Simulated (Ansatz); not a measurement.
Take SrF2 in the fluorite structure (space group Fm-3m, No. 225; a = 5.7906 Å) as the base. Axes: x, y, z lie along the cube axes.

Level of theory: r2SCAN in Ansatz (plane waves to 500 eV, PAW, spin-orbit coupling left out).

Base values:

| Quantity | Value |
|---|---|
| Band gap | 7.60 eV |

One thing is altered: a free-standing slab of 1 layer (3 atoms, 3 a layer) is cut normal to [111], with 15 Å of vacuum and the in-plane cell held at bulk.

How does this affect the gap character, band gap and change of the spacing d12 from its bulk value of 0.836 Å?

The gap character is indirect, M → Γ; the band gap shrinks by 0.74 eV (7.60 eV → 6.86 eV); the change of the spacing d12 from its bulk value of 0.836 Å is -1.0 %.

Whether these cells are dynamically stable was not tested. Labels are those of the standard path for the cell's own space group.

Ansatz is an electronic-structure program.
